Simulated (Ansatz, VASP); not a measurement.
# AlN: VASP beside Ansatz

```xyz
2
Lattice="2.5363 0.0000 0.0000 0.0000 2.5363 0.0000 0.0000 0.0000 2.5363" Properties=species:S:1:pos:R:3 pbc="T T T"
Al    0.0000    0.0000    0.0000
N     1.2682    1.2682    1.2682
```

Alike in both runs: functional PBE; k mesh 14 × 14 × 14; occupations fermi-dirac, width 0.08 eV; no spin polarisation.

Ansatz relaxed the structure, and its values are those at the end. VASP's run is a single point on that final structure, the one shown.

|  | VASP | Ansatz |
| --- | --- | --- |
| version | VASP 6.6.1 | Ansatz 0.2.0 |
| potentials or method | VASP PAW PBE potentials, release 64 (Al, N), cutoff 520 eV | all-electron LAPW, scalar-relativistic |

Ansatz gave:

- pressure (GPa): 21.0

Q: What did VASP give for the same quantities?

A: Pressure (GPa): 20.7.

Ansatz ran all-electron here, so the differences hold the error of VASP's frozen core and of both bases.

Caveats: so large a pressure means that the cell lies far from this level's equilibrium, or that cutoff or potentials fall short (VASP).
